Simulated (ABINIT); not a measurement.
TaN: equation of state with AM05

Crystal: TaN.

```
Ta N
1.0
     0.00000    2.21132    2.21132
     2.21132    0.00000    2.21132
     2.21132    2.21132    0.00000
Ta N
1 1
Cartesian
  2.2113 2.2113 2.2113
  0.0000 0.0000 0.0000
```

The cell comes from a database or a generator and needn't be the stable form of this composition.

```json
{
  "Program": "ABINIT 10.8.3 (patched build)",
  "Task": "equation of state",
  "Functional": "AM05",
  "Potentials or basis": "JTH PAW PBE v2.0",
  "Cutoff": "680 eV",
  "k mesh": "10 × 10 × 10",
  "Occupations": "fermi-dirac, width 0.05 eV",
  "Spin": "no spin polarisation",
  "Fine-grid cutoff": "1278.94 eV",
  "Exchange and correlation inside the PAW spheres": "full angular mesh (pawxcdev 0, this build's default; the released program takes 1)"
}
```

```yaml
Equilibrium_volume: 10.43 Å³/atom
Bulk_modulus: 361 GPa
Pressure_derivative_of_the_bulk_modulus: 4.5
```

Energy against volume, from the lowest point:
| volume (Å³/atom) | energy (meV/atom) |
| --- | --- |
| 10.164 | 7.51 |
| 10.381 | 0.00 |
| 10.597 | 2.76 |
| 10.813 | 14.83 |
| 11.030 | 35.17 |
| 11.246 | 62.86 |
| 11.462 | 97.10 |

Run time: 2.3 min on 1 thread of Arm Neoverse V2, on a shared host, peak memory 0.15 GiB.

Caveat: the cutoff is too short for stress, so the log's stress isn't used; pressures at fixed basis lie under the slope of the energies; the highest band is partly filled, so the run has too few bands; the PAW data sets were made with another functional, which shifts forces and pressure a little. Spin-orbit coupling is left out, which matters for the levels of Ta.
